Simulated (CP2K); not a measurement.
Crystal: WC.

```
CELL_PARAMETERS angstrom
3.10092 0.00000 0.00000
1.55046 2.68548 0.00000
1.55046 0.89516 2.53189
ATOMIC_POSITIONS crystal
W 0.00000 0.00000 0.00000
C 0.50000 0.50000 0.50000
```

Measurements of this composition are mostly on another form, of space group No. 187.

```yaml
Program: CP2K 2026.2
Task: single point
Functional: PBE
Potentials_or_basis: POTENTIAL_UZH W GTH-PBE-q14, C GTH-PBE-q4; TZVP-MOLOPT-PBE-GTH basis
Density_cutoff: 6123 eV
k_mesh: 10 × 10 × 10
Occupations: fermi-dirac, width 0.05 eV
Spin: no spin polarisation
```

On this cell: pressure -4.9 GPa; largest force zero by symmetry; band gap on the k mesh none (metal or under the smearing width).

The same run follows on a disturbed copy (atoms moved at random, drawn with an rms of 0.05 Å):

```xyz
2
Lattice="3.1009 0.0000 0.0000 1.5505 2.6855 0.0000 1.5505 0.8952 2.5319" Properties=species:S:1:pos:R:3 pbc="T T T"
W    -0.0571   -0.0104    0.0071
C     3.1437    1.7944    1.2325
```

Problem. What does the disturbed cell give?

Solution. The energy (extrapolated to zero smearing) moves by +19.9 meV/atom; pressure -2.9 GPa; largest force 0.730 eV/Å; band gap on the k mesh none (metal or under the smearing width).

Forces on the atoms (eV/Å):
```
W    0.672  0.095 -0.268
C   -0.672 -0.095  0.267
```

Stress tensor (GPa, compression positive):
```
-1.94  1.21 -1.75
 1.21 -3.86 -1.39
-1.75 -1.39 -2.90
```

Caveats: the basis of atomic orbitals isn't converged, which shifts pressures, moduli and gaps.
